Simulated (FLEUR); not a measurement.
Runs of FLEUR MaX-R8.1 (later development tree) on CoO. It takes space group P6_3mc (No. 186, hexagonal). The conventional cell has a = 3.198 Å, b = 3.198 Å, c = 5.229 Å, α = 90.00°, β = 90.00°, γ = 120.00°. Co (site symmetry 3m) has 4 O at 1.93 to 1.97 Å as nearest neighbours. Around O (site symmetry 3m) lie 4 Co at 1.93 to 1.97 Å. Measurements of this composition are mostly on another form, of space group No. 225.

```csv
U,gap on the mesh (eV),moment (μB)
Co d U = 3 eV,0.29,6.00
Co d U = 5 eV,(a),6.00
Co d U = 4 eV,(b),6.00
Co d U = 2 eV,0.17,6.00
Co d U = 0.0 eV,none,5.80
```

Alike in all rows: task single point; level PBEsol+U; potentials or basis all-electron, FLAPW; spin collinear, ferromagnetic start; cell as given; k mesh 8 × 8 × 4; smearing fermi-dirac 0.05 eV; kmax 5.19 1/bohr.

**Question.** Estimate the missing entries.

**Answer.** (a) 0.54; (b) 0.42.

A k mesh can miss the band edges.

A gap of «none» marks a metal or a gap under the smearing width.
